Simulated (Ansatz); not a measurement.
Structure: rocksalt CaS, at its r2SCAN minimum. It is cubic, Fm-3m (No. 225); a = 5.696 Å in the conventional setting, 23.10 Å³ an atom. Ca has 6 S at 2.85 Å; S has 6 Ca at 2.85 Å.

```
CELL_PARAMETERS angstrom
0.00000 2.84795 2.84795
2.84795 0.00000 2.84795
2.84795 2.84795 0.00000
ATOMIC_POSITIONS crystal
Ca 0.00000 0.00000 0.00000
S 0.50000 0.50000 0.50000
```

The questions ask for values computed with Ansatz on this geometry. Calculated for a static, non-magnetic cell.

Task: Is there a gap with PBE, and of what kind?

Result: With PBE the valence top lies at Γ and the conduction bottom at X, 2.36 eV higher; the smallest vertical gap, at X, is 3.17 eV.

Task: How does the gap change from PBE to r2SCAN (8×8×8)?

Result: With r2SCAN the valence top lies at Γ and the conduction bottom at X, 2.80 eV higher; the smallest vertical gap, at X, is 3.63 eV. The gap differs by +0.44 eV from PBE's.

Task: What does HSE06 give for the gap (6×6×6 mesh)?

Result: With HSE06 the valence top lies at Γ and the conduction bottom at X, 3.41 eV higher; the smallest vertical gap, at X, is 4.32 eV. The gap differs by +1.05 eV from PBE's.

Task: What does PBE0 give for the gap (6×6×6 mesh)?

Result: With PBE0 the valence top lies at Γ and the conduction bottom at X, 4.11 eV higher; the smallest vertical gap, at X, is 5.04 eV. The gap differs by +1.75 eV from PBE's.

Task: What does G0W0@PBE with 137 empty bands, a screening cutoff of 120 eV and a 4×4×4 mesh give?

Result: 4.07 eV (the shift on the mesh added to PBE's least gap). G0W0 moves the gap on the mesh from 2.36 eV (PBE) to 4.06 eV (Γ to X). Renormalisation factors Z lie between 0.75 and 0.80. G0W0 values are finite-basis, finite-mesh values.

Task: Roughly how does the cost of the PBE0 run (6×6×6) compare with r2SCAN's (8×8×8)?

Result: About 17 times as much (70 core-seconds against 4 core-seconds, on 2 threads of Arm Neoverse V1, with other jobs on the host).

Task: How strongly does the crystal screen a field with clamped ions (r2SCAN)?

Result: The electronic dielectric tensor ε∞ is 4.59 in all directions. Born charges, averaged over directions: Ca +2.33, S -2.33 e.

Task: What do these levels agree on?

Result: Set against the finite-basis gap of 4.07 eV from G0W0@PBE (137 empty bands, 120 eV, 4×4×4), PBE's least gap plus the shift on the mesh, where the gap is 4.06 eV, the closest functional is PBE0, which differs by +0.04 eV. The others: HSE06 -0.66, r2SCAN -1.27, PBE -1.71 eV. The yardstick's own error is a tenth of an eV or more. r2SCAN covers 42 % of the step from PBE to HSE06. All these functionals give a gap of the same kind, indirect.

The meshes of the hybrids are coarse, so their gaps aren't converged to the digits shown.
